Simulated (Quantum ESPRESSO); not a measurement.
A run of Quantum ESPRESSO 7.5 is set up as follows.

Contents of pw.in:

```
&CONTROL
  calculation = 'vc-relax'
  prefix = 'pwscf'
  outdir = './tmp'
  pseudo_dir = './pseudo'
  tprnfor = .true.
  tstress = .true.
  disk_io = 'low'
  nstep = 40
  forc_conv_thr = 0.0004
  etot_conv_thr = 1d-05
/
&SYSTEM
  ibrav = 0
  A = 2.8779246
  nat = 1
  ntyp = 1
  ecutwfc = 60
  nbnd = 16
  occupations = 'smearing'
  smearing = 'fd'
  degauss = 0.00367493
/
&ELECTRONS
  conv_thr = 2d-10
  electron_maxstep = 120
  mixing_beta = 0.5
/
&IONS
  ion_dynamics = 'bfgs'
/
&CELL
  cell_dynamics = 'bfgs'
  press = 0
  press_conv_thr = 0.3
/
ATOMIC_SPECIES
Au   196.9666 Au_ONCV_PBE-1.0.oncvpsp.upf
CELL_PARAMETERS alat
   0.0000000000    0.7071067810    0.7071067810
   0.7071067810    0.0000000000    0.7071067810
   0.7071067810    0.7071067810    0.0000000000
ATOMIC_POSITIONS alat
Au     0.0000000000    0.0000000000    0.0000000000
K_POINTS automatic
11 11 11 0 0 0
```

Potentials or basis: SSSP 1.3 efficiency PBE.

Run with:

```bash
$ OMP_NUM_THREADS=1 pw.x -in pw.in > pw.out
```

Q: What does it give for the relaxed volume?

A: 17.86 Å³/atom.

Q: Estimate the band gap on the k mesh.

A: None (metal or under the smearing width).

Step by step:
```
step  energy change (eV)  largest force (eV/Å)  pressure (GPa)  volume (Å³)
   1              0.0000                0.0000            9.82        16.85
   2             -0.0282                0.0000            1.17        17.71
   3             -0.0287                0.0000            0.16        17.84
   4             -0.0288                0.0000            0.00        17.86
```

The run has no spin-orbit coupling, so splittings on Au are missing. PBE usually gives volumes a little too large and moduli too small.
